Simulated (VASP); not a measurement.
Set up this calculation in VASP 6.6.1, as the native input.

```yaml
Task: single point
Functional: RPBE
Dispersion: D3(BJ)
Potentials_or_basis: VASP PAW PBE potentials, release 64 (O, C, H)
Cutoff: 400 eV
k_mesh: 1 × 1 × 1
Occupations: gaussian, width 0.01 eV
Spin: no spin polarisation
Further_INCAR_settings: ALGO = Fast; EDIFF = 1e-06; NBANDS = 16; ISYM = 0
```

The structure of OCH4 lies in POSCAR:

```
H4CO                                    
1.0
   12.7722774153      0.0000000000      0.0000000000
    0.0000000000     13.2722774153      0.0000000000
    0.0000000000      0.0000000000     13.7722774153
  O               C               H             
     1     1     4
Selective dynamics
Direct
     0.5814554605000026    0.4957380617999974    0.4800698287999978   F   F   F
     0.4709007345168943    0.4985833375410336    0.4959323125790473   T   T   T
     0.6154968736400552    0.5348561371265734    0.5307142176538949   T   T   T
     0.4484521455929876    0.4646677748428786    0.5661815079560640   T   T   T
     0.4354390133414563    0.4537911774680984    0.4375645801328557   T   T   T
     0.4391236648754287    0.5758974078562713    0.4918117471126108   T   T   T
```

These files were run (other wordings do the same):

INCAR

```
PREC     = Accurate       # precision mode
ENCUT    = 400            # plane-wave cutoff, eV
EDIFF    = 1E-6           # SCF threshold, eV
ISMEAR   = 0              # smearing method
SIGMA    = 0.01           # smearing width, eV
LREAL    = False          # projectors in reciprocal space
LASPH    = True           # aspherical terms in the spheres
NELM     = 80             # most SCF steps
ALGO     = Fast           # electronic algorithm
ISIF     = 2              # what is computed and relaxed
LWAVE    = False          # write WAVECAR
LCHARG   = False          # write CHGCAR
GGA      = RP             # functional
IVDW     = 12             # dispersion correction
NBANDS   = 16             # bands
ISYM     = 0
```

KPOINTS

```
Automatic mesh
0
Gamma
  1 1 1
```

Potentials or basis: VASP PAW PBE potentials, release 64 (O, C, H).

Command:

```sh
$ cat potpaw_PBE.64/O/POTCAR potpaw_PBE.64/C/POTCAR potpaw_PBE.64/H/POTCAR > POTCAR
$ mpirun -np 4 vasp_gam > vasp.out
```

Results of the run:

- Largest force: 0.278 eV/Å
- Gap between the frontier levels: 5.47 eV
- Dispersion energy per atom: -0.046 eV

Caveat: the PAW data sets were made with another functional, which shifts forces and pressure a little.

It took 19 s on 4 MPI ranks on Intel(R) Xeon(R) 6975P-C (Granite Rapids) (shared host), peak memory 0.47 GiB a rank.
